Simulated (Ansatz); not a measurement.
# SnO₂ (I4_1/amd), random displacements

The calculation used DFT LDA, scalar-relativistic, plane waves, PAW (Ansatz 0.2.0). Cutoff 420 eV, Γ-centred 10×10×10 k-points, Gaussian smearing of 0.05 eV. No spin polarisation. Energies are free energies at this smearing, counted from the undisturbed cell; pressure is positive in compression.

The starting cell (relaxed at this level; this form isn't the usual structure):

```
CELL_PARAMETERS angstrom
-1.98611 1.98611 5.09017
1.98611 -1.98611 5.09017
1.98611 1.98611 -5.09017
ATOMIC_POSITIONS crystal
Sn 0.75000 0.25000 0.50000
Sn 0.00000 0.00000 0.00000
O 0.79700 0.79700 0.00000
O 0.95300 0.45300 0.50000
O 0.20300 0.20300 0.00000
O 0.54700 0.04700 0.50000
```

The atoms are displaced (Å, in the unstrained cell):

| atom | ux | uy | uz |
| --- | --- | --- | --- |
| Sn1 | 0.066 | -0.225 | -0.079 |
| Sn2 | -0.087 | -0.115 | 0.357 |
| O3 | -0.201 | -0.041 | -0.347 |
| O4 | 0.509 | -0.055 | 0.295 |
| O5 | -0.417 | 0.298 | -0.128 |
| O6 | 0.129 | 0.137 | -0.098 |

Strain (Voigt, engineering shear): (0.0255, -0.0262, -0.0145, 0.0378, 0.0404, -0.0724).

**Question.** What are the energy change, the stress and the forces?

**Answer.** ΔE = 2369.8 meV/atom; stress (xx, yy, zz, yz, xz, xy; compression positive) (73.54, 96.13, 69.04, 26.33, 22.17, 7.27) GPa; gap on the mesh 0.50 eV.
```tsv
atom	Fx (eV/Å)	Fy	Fz
Sn1	0.70	17.23	9.60
Sn2	22.38	3.71	-8.20
O3	6.45	0.59	0.77
O4	-25.49	1.81	-10.53
O5	-6.68	-15.31	8.34
O6	2.63	-8.04	0.03
```

Cost: 1 run of about 2.4 core-minutes, on Oxide Virtual Turin-like Processor (Zen 5) (shared hosts).